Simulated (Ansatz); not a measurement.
## HfN: pressure against volume

HfN, Fm-3m, a = 4.502 Å. Ansatz: PBEsol, PAW, 420 eV, Γ-centred 16×16×16 mesh on 2 atoms, Gaussian smearing 0.10 eV; no spin polarisation. Symmetry fixes shape and atoms, so the cell is only scaled; pressure is positive in compression.

```tsv
V (Å³/atom)	P (GPa)
10.035	?
10.378	32.70
10.720	20.01
11.062	9.19
11.404	-0.04
11.746	-7.92
12.088	-14.65
12.544	-22.13
```

**Question.** Take V0 = 11.404 Å³/atom, count pressures from its P0 = -0.04 GPa, fit the third-order Birch–Murnaghan form to the other rows, and predict the missing pressure.

**Answer.** With the Eulerian strain f = ½[(V0/V)^(2/3) − 1] and y = (P − P0)/[3f(1 + 2f)^(5/2)], the form is the line y = B0 + 1.5 B0 (B0′ − 4) f. Rows (f, y): 0.03243, 287.6; 0.02105, 286.4; 0.01025, 285.3; -0.00975, 283.0; -0.01904, 281.8; -0.03077, 280.5. Means f = 0.0006950, y = 284.10; Σ(Δf)² = 0.003001, ΣΔfΔy = 0.3395; the slope is their ratio. y = 284.0 + 113.1 f GPa, so B0 = 284.0 GPa and B0′ = 4 + 2 × (113.1)/(3 × 284.0) = 4.27. At V = 10.035, f = 0.04450, y = 289.03 and P = 47.71 GPa. The run gave 47.59 GPa, so the fit is 0.12 GPa too high, a small miss on the scale of the series.

The cell has an odd number of electrons and ran without spin polarisation, so a magnetic or disproportionated state may lie lower. Spin–orbit coupling is left out, which can shift energies with elements as heavy as these.